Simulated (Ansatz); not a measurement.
From the elastic tensor of WC at 3 GPa (stress–strain coefficients) to moduli and sound speeds

The calculation used Ansatz, DFT PBE, scalar-relativistic, plane waves, PAW. Plane waves to 420 eV; Γ-centred k mesh 18×18×14; Fermi-Dirac smearing of 0.15 eV. No spin polarisation.

The structure is hexagonal, space group P-6m2 (No. 187). The conventional cell has a = 2.915 Å, b = 2.915 Å, c = 2.840 Å, α = 90.00°, β = 90.00°, γ = 120.00°. Around W (site symmetry -6m2) lie 6 C at 2.20 Å. C (site symmetry -6m2) is surrounded by 6 W at 2.20 Å.

In a metal, frequencies and elastic constants depend on the k mesh and the smearing, soft modes and shear constants most. Spin–orbit coupling is left out, which can shift energies with elements as heavy as these.

Relaxed-ion constants (GPa, on the Cartesian axes of the calculation):
```
717.7 235.3 179.4   0.0   0.0   0.0
235.3 717.7 179.4   0.0   0.0   0.0
179.4 179.4 964.3   0.0   0.0   0.0
  0.0   0.0   0.0 305.2   0.0   0.0
  0.0   0.0   0.0   0.0 305.2   0.0
  0.0   0.0   0.0   0.0   0.0 241.2
```

Density 15.566 g/cm³; 2 atoms in 20.89 Å³.

The values that follow are for a polycrystal of randomly turned grains, by Hill's mean where one number stands.

With S = C⁻¹: B_V = (C11+C22+C33+2(C12+C13+C23))/9, G_V = (C11+C22+C33−C12−C13−C23+3(C44+C55+C66))/15, 1/B_R = S11+S22+S33+2(S12+S13+S23), 15/G_R = 4(S11+S22+S33−S12−S13−S23)+3(S44+S55+S66); Hill is their mean. Then v_l = √((B+4G/3)/ρ), v_t = √(G/ρ), v_m = [(2/v_t³+1/v_l³)/3]^(−1/3) and Θ = (ħ/k_B)·v_m·(6π²n/V)^(1/3) for n atoms in the volume V; E = 9BG/(3B+G), ν = (3B−2G)/(2(3B+G)) and A^U = 5G_V/G_R + B_V/B_R − 6.

```
Bulk modulus, Voigt / Reuss / Hill          : 398.6 / 394.9 / 396.8 GPa
Shear modulus, Voigt / Reuss / Hill         : 290.7 / 283.4 / 287.0 GPa
Young's modulus                             : 694 GPa
Poisson ratio                               : 0.209
Pugh ratio B/G                              : 1.38
Universal anisotropy index                  : 0.14
Longitudinal and transverse sound speeds    : 7077 and 4294 m/s
Debye temperature from the mean sound speed : 646 K
```

Cost: 1 run of about 15 core-minutes, on AMD EPYC 7R43 (Zen 3) (shared hosts).

WC resists both compression and shear strongly, and it is stiffest along c, with C33 at 964.3 GPa against 717.7 GPa for C11. The W–C bonds of the trigonal prisms link successive metal and carbon layers, so strain along c loads them directly. Their strength comes from covalent overlap of W 5d with C 2p states, whose bonding combinations are largely filled. That C44 clearly exceeds C13 points to angular forces beyond a simple central-force picture, in keeping with the low Poisson ratio.

Basal shear is softer than shear involving c, probably in part because symmetry lets the W and C sublattices shift against each other under in-plane shear, but not under the other. The small universal anisotropy index therefore coexists with a marked directional dependence in the single crystal.

The tensor meets the conditions for elastic stability at this pressure, and the B/G ratio suggests brittle behaviour. Hardness and toughness don't follow from it, since they also depend on dislocation motion, grain boundaries and fracture.
